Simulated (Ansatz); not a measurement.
**TaN: moving Ta off its site**

TaN, P-6m2, a = 2.938 Å, c = 2.883 Å (as given, not relaxed at this level: -0.2 GPa). This isn't the usual stable structure of the compound. Ansatz: r2SCAN, PAW, 500 eV, Γ-centred 18×18×16 mesh on 2 atoms, Gaussian smearing 0.15 eV; no spin polarisation.

```
Ta N
1.0
     2.93800    0.00000    0.00000
    -1.46900    2.54438    0.00000
     0.00000    0.00000    2.88300
Ta N
1 1
Direct
  0.33333 0.66667 0.50000
  0.00000 0.00000 0.00000
```

Atom 1 (Ta) moves by x along the unit vector (0.000, -0.762, -0.648), with its periodic images; all else is held. y is the free energy of the cell over the start, F the force along the path summed over the moved atoms.

```
  x (Å) y (meV) F (eV/Å)
-0.1000        ?         ?
-0.0750     38.6      1.03
-0.0500     17.2      0.69
-0.0250      4.3      0.34
 0.0000      0.0      0.00
 0.0250      4.3     -0.35
 0.0500     17.4     -0.70
 0.0750     39.4     -1.06
 0.0875     53.8     -1.25
 0.1000     70.6     -1.43
```

Q: Fit y = c2 x² + c3 x³ + c4 x⁴ to the energies of the other rows, give the force constant, and predict energy and force of the missing row.

A: Least squares on the rows shown. y = 6894 x² + 930.4 x³ + 7180 x⁴. The force constant is 2 c2 = 13.8 eV/Å² (for all images moving together, not for a lone atom). The force −dy/dx at the missing row is 1.38 eV/Å (computed 1.37). At x = -0.1000 the fit asked for gives 68.7 meV. The run gave 68.7 meV, the same to the digits shown.

Spin–orbit coupling is left out, which can shift energies with elements as heavy as these.